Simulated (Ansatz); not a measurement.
Runs of Ansatz 0.2.0 on TiSi2. Symmetry: Fddd, No. 70, orthorhombic system. The conventional cell has a = 4.779 Å, b = 8.235 Å, c = 8.526 Å, α = 90.00°, β = 90.00°, γ = 90.00°. Ti (site symmetry 222) has 10 Si at 2.55 to 2.78 Å as nearest neighbours. Si (site symmetry 2) has 5 Si at 2.52 to 2.79 Å and 5 Ti at 2.55 to 2.78 Å as nearest neighbours. The cell is a database's computed one.

```csv
task,level,cell,smearing,gap on the mesh (eV),pressure (GPa),relaxed volume (Å³/atom),largest force (eV/Å)
relaxation of cell and atoms,BLYP+D3(BJ),relaxed,fermi-dirac 0.05 eV,none,0.0,13.42,0.01
single point,PBE,as given,gaussian 0.015 eV,none,(a),-,0.01
relaxation of cell and atoms,BLYP+D4,relaxed,fermi-dirac 0.05 eV,none,0.0,13.99,-
relaxation of cell and atoms,revPBE+D4,relaxed,fermi-dirac 0.05 eV,none,0.0,13.59,-
```

Alike in all rows: potentials or basis Ansatz PAW; no spin polarisation; k mesh 7 × 7 × 7; cutoff (eV) 420.

**Question.** Fill in the values left out.

**Answer.** (a) 2.1.

Caveats: the plane-wave basis is chosen anew once the cell has moved, so the energies of steps on either side of that aren't comparable (some runs); pairwise dispersion overbinds metals, which lowers pressure and volume (some runs); the PAW data sets come from PBE, with cores solved anew for the run's functional, which leaves a small shift of forces and pressure (some runs).

A gap of «none» marks a metal or a gap under the smearing width.
